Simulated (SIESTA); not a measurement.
MoS2, a slab with vacuum:

```xyz
6
Lattice="3.1845 0.0000 0.0000 -1.5923 2.7579 0.0000 0.0000 0.0000 21.6705" Properties=species:S:1:pos:R:3 pbc="T T T"
Mo    0.0000    1.8386   18.4451
Mo    1.5923    0.9193    3.2254
S     1.5923    0.9193   16.8949
S     0.0000    1.8386    1.6741
S     1.5923    0.9193   19.9965
S     0.0000    1.8386    4.7756
```

- Program: SIESTA 5.4.2
- Task: single point
- Functional: PBEsol
- Potentials or basis: PseudoDojo 0.4 standard (PBEsol files)
- Basis: DZP (energy shift 0.003 Ry; two zetas on semicore shells)
- Grid cutoff: 800 Ry
- Energy shift: 0.003 Ry
- k mesh: 10 × 10 × 2
- Occupations: fermi-dirac, width 0.05 eV
- Spin: no spin polarisation

On this cell: largest force 0.303 eV/Å; band gap on the k mesh 1.37 eV, indirect (least direct gap 1.92 eV).

The same run follows on a disturbed copy (atoms moved at random, drawn with an rms of 0.05 Å):

```
CELL_PARAMETERS angstrom
3.18454 0.00000 0.00000
-1.59227 2.75789 0.00000
0.00000 0.00000 21.67053
ATOMIC_POSITIONS crystal
Mo 0.34384 0.66824 0.85091
Mo 0.67791 0.34480 0.14846
S 0.67064 0.34761 0.77843
S 0.33154 0.66630 0.07732
S 0.65108 0.33668 0.92370
S 0.32899 0.65297 0.21840
```

Problem. What changes?

Solution. The energy moves by +17.8 meV/atom; largest force 1.309 eV/Å; band gap on the k mesh 1.29 eV, indirect (least direct gap 1.78 eV).

Forces in eV/Å, atoms in the order of the input:
```
Mo  -1.241  0.414  0.051
Mo  -0.356 -1.106 -0.467
S    0.434 -0.318  0.116
S    0.237  0.369 -0.579
S    0.809 -0.095 -0.105
S    0.116  0.736  0.986
```

Stress tensor (GPa, compression positive):
```
-0.19 -0.23  0.34
-0.23 -1.14  0.75
 0.34  0.75  1.39
```

Caveats: the basis of atomic orbitals isn't converged, which shifts pressures, moduli and gaps.

A k mesh can miss the band edges.
